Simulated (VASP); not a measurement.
Write the native input for VASP 6.6.1 that does the following.

| Item | Value |
| --- | --- |
| Task | relaxation of cell and atoms |
| Functional | PBEsol0 |
| Potentials or basis | VASP PAW PBE potentials, release 64 (Mo_sv, P) |
| Cutoff | 600 eV |
| k mesh | 5 × 5 × 4 |
| Occupations | fermi-dirac, width 0.05 eV |
| Spin | no spin polarisation |
| Grid for exact exchange (PRECFOCK) | Fast |
| Exchange at q = 0 | truncated |
| Further INCAR settings | ALGO = Normal; EDIFF = 1e-07; IBRION = 2; EDIFFG = -0.01; NSW = 60; ISIF = 3 |

Crystal: MoP.

```
CELL_PARAMETERS angstrom
3.22300 0.00000 0.00000
-1.61150 2.79120 0.00000
0.00000 0.00000 3.19100
ATOMIC_POSITIONS crystal
Mo 0.00000 0.00000 0.00000
P 0.33333 0.66667 0.50000
```

These files were run (other wordings do the same):

POSCAR

```
MoP
1.0
    3.2230000000      0.0000000000      0.0000000000
   -1.6115000000      2.7911998764      0.0000000000
    0.0000000000      0.0000000000      3.1910000000
Mo P
1 1
Direct
    0.0000000000      0.0000000000      0.0000000000
    0.3333333333      0.6666666667      0.5000000000
```

INCAR.step1

```
SYSTEM = MoP
PREC = Accurate
ENCUT = 600
EDIFF = 1E-5
ISMEAR = -1
SIGMA = 0.05
LREAL = .FALSE.
LASPH = .TRUE.
NELM = 80
ALGO = Normal
LWAVE = .TRUE.
LCHARG = .FALSE.
GGA = PE
```

INCAR.step2

```
SYSTEM = MoP
PREC = Accurate
ENCUT = 600
EDIFF = 1E-7
ISMEAR = -1
SIGMA = 0.05
LREAL = .FALSE.
LASPH = .TRUE.
NELM = 80
ALGO = Normal
ISIF = 3
LWAVE = .FALSE.
LCHARG = .FALSE.
GGA = PS
LHFCALC = .TRUE.
AEXX = 0.25
PRECFOCK = Fast
HFRCUT = -1
IBRION = 2
NSW = 60
EDIFFG = -0.01
ISTART = 1
```

KPOINTS

```
regular mesh
0
G
  5 5 4
  0 0 0
```

Potentials or basis: VASP PAW PBE potentials, release 64 (Mo_sv, P).

Launch:

```bash
$ cat potpaw_PBE.64/Mo_sv/POTCAR potpaw_PBE.64/P/POTCAR > POTCAR
$ cp INCAR.step1 INCAR
$ mpirun -np 1 vasp_std > vasp.out
$ cp INCAR.step2 INCAR
$ mpirun -np 1 vasp_std > vasp.out
```

Results of the run:

* Relaxed volume: 13.78 Å³/atom
* Relaxed cell: a = 3.159 Å, b = 3.159 Å, c = 3.189 Å, α = 90.00°, β = 90.00°, γ = 120.00°
* Space group after relaxing (to 0.05 Å): P-6m2 (No. 187)
* Energy gained by relaxing: 19.8 meV/atom
* Ionic steps: 6
* Pressure after relaxing: 0.0 GPa
* Band gap on the k mesh: none (metal or under the smearing width)

Caveat: the k mesh is coarse (spacing up to 0.49 Å⁻¹), so the values aren't converged, least of all with exact exchange; the PAW data sets were made with another functional, which shifts forces and pressure a little.

Run time: 51 min on 1 thread of Intel(R) Xeon(R) Platinum 8259CL CPU @ 2.50GHz (Skylake/Cascade Lake) (shared host), peak memory 0.18 GiB.
